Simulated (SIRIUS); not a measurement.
Crystal: Al.

```xyz
1
Lattice="-1.5912 1.5912 1.5912 1.5912 -1.5912 1.5912 1.5912 1.5912 -1.5912" Properties=species:S:1:pos:R:3 pbc="T T T"
Al    0.0000    0.0000    0.0000
```

This isn't the form of Al at room conditions, which is fcc.

- Program: SIRIUS 7.12.0
- Task: single point
- Functional: PBEsol
- Potentials or basis: PseudoDojo 0.4.1 PBEsol standard (scalar relativistic)
- Cutoff: 557 eV
- Density cutoff: 2229 eV
- k mesh: 12 × 12 × 12
- Occupations: fermi-dirac, width 0.05 eV
- Spin: no spin polarisation

On this cell: pressure 2.1 GPa; band gap on the k mesh none (metal or under the smearing width).

The same run follows on a disturbed copy (cell strained at random at fixed volume):

```
Al
1.0
    -1.69895    1.56431    1.60080
     1.63095   -1.58291    1.55140
     1.66037    1.54432   -1.61940
Al
1
Direct
  0.99931 0.01239 0.00585
```

What does the disturbed cell give?

The energy (extrapolated to zero smearing) moves by +1.5 meV/atom; pressure 2.2 GPa; band gap on the k mesh none (metal or under the smearing width).

Stress tensor (GPa, compression positive):
```
3.35 0.47 1.43
0.47 1.68 0.60
1.43 0.60 1.70
```
